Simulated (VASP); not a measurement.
Set up this calculation in VASP 6.6.1, as the native input.

- Task: relaxation of cell and atoms
- Functional: LDA
- Potentials or basis: VASP PAW LDA potentials, release 64 (Pb_d, S)
- Cutoff: 600 eV
- k mesh: 8 × 8 × 8
- Occupations: gaussian, width 0.03 eV
- Spin: no spin polarisation
- Further INCAR settings: ALGO = Normal; EDIFF = 1e-07; IBRION = 2; EDIFFG = -0.005; NSW = 90; ISIF = 3

The structure of PbS (Galena) lies in POSCAR:

```
PbS                                     
1.0
    0.0000000000      2.9241141578      2.9241141578
    2.9241141578     -0.0000000000      2.9241141578
    2.9241141578      2.9241141578     -0.0000000000
  Pb              S             
     1     1
Direct
     0.0000000000000000    0.0000000000000000    0.0000000000000000
     0.5000000000000000    0.5000000000000000    0.5000000000000000
```

The input as run:

INCAR

```
SYSTEM = PbS
  ALGO = Normal
  EDIFF = 1E-7
  EDIFFG = -0.005
  ENCUT = 600
  IBRION = 2
  ISIF = 3
  ISMEAR = 0
  LASPH = .True.
  LCHARG = .False.
  LREAL = .False.
  LWAVE = .False.
  NELM = 80
  NSW = 90
  PREC = Accurate
  SIGMA = 0.03
```

KPOINTS

```
k-points
0
Gamma
  8 8 8
  0 0 0
```

Potentials or basis: VASP PAW LDA potentials, release 64 (Pb_d, S).

Run with:

```sh
$ cat potpaw_LDA.64/Pb_d/POTCAR potpaw_LDA.64/S/POTCAR > POTCAR
$ mpirun -np 1 vasp_std > vasp.out
```

Results of the run:

The pressure after relaxing is 0.0 GPa and the band gap on the k mesh is 0.04 eV, direct.

Caveat: the relaxation stopped at its first step, so nothing moved; spin-orbit coupling is left out, which as a rule narrows the gap of such compounds by several tenths of an eV.

Run time: 10 s on 1 thread of Intel(R) Xeon(R) 6975P-C (Granite Rapids) (shared host), peak memory 0.18 GiB.
